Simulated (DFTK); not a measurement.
The system is Ge.

```
Ge
1.0
    -1.60842    1.60842    1.87318
     1.60842   -1.60842    1.87318
     1.60842    1.60842   -1.87318
Ge
1
Direct
  0.50000 0.50000 0.00000
```

The cell was built by a generator and needn't be a form met in nature.

Base run:

* Program: DFTK 0.8.2
* Functional: r2SCAN
* Potentials or basis: SG15 1.2 (PBE)
* Cutoff: 1225 eV
* k mesh: 12 × 12 × 12
* Occupations: fermi-dirac, width 0.05 eV
* Spin: no spin polarisation

Its results: band gap on the k mesh none (metal or under the smearing width); pressure -2.6 GPa.

**Question.** After a change of settings the same cell gave: band gap on the k mesh none (metal or under the smearing width); pressure 0.8 GPa. Which change was it?
A. functional from r2SCAN to PBE
B. functional from r2SCAN to AM05
C. functional from r2SCAN to WC
D. functional from r2SCAN to RPBE

**Answer.** A.

Caveats: the potentials were made for another functional, which shifts forces and pressure (some runs).
